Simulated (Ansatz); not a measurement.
Crystal: MgSi.

```
Si Mg
1.0
     2.90839    0.00000    0.00000
     0.00000    2.90839    0.00000
     0.00000    0.00000    4.10343
Si Mg
1 1
Direct
  0.50000 0.50000 0.50000
  0.00000 0.00000 0.00000
```

The cell comes from a database or a generator and needn't be the stable form of this composition.

Base run:

```yaml
Program: Ansatz 0.2.0
Functional: PBEsol
Potentials_or_basis: all-electron LAPW, scalar-relativistic
Cutoff: 139 eV
Density_cutoff: 556 eV
Basis_error_allowed: 0.001 eV/atom
k_mesh: 9 × 9 × 7
Occupations: fermi-dirac, width 0.05 eV
Spin: no spin polarisation
```

Its results: pressure -1.5 GPa.

Task: The run is repeated on the same cell with these changes: functional from PBEsol to LDA. What comes out?

Result: Pressure -3.2 GPa.

LDA binds more tightly than PBEsol, so the same cell stands under less pressure.

Not every run made on this cell is shown here.
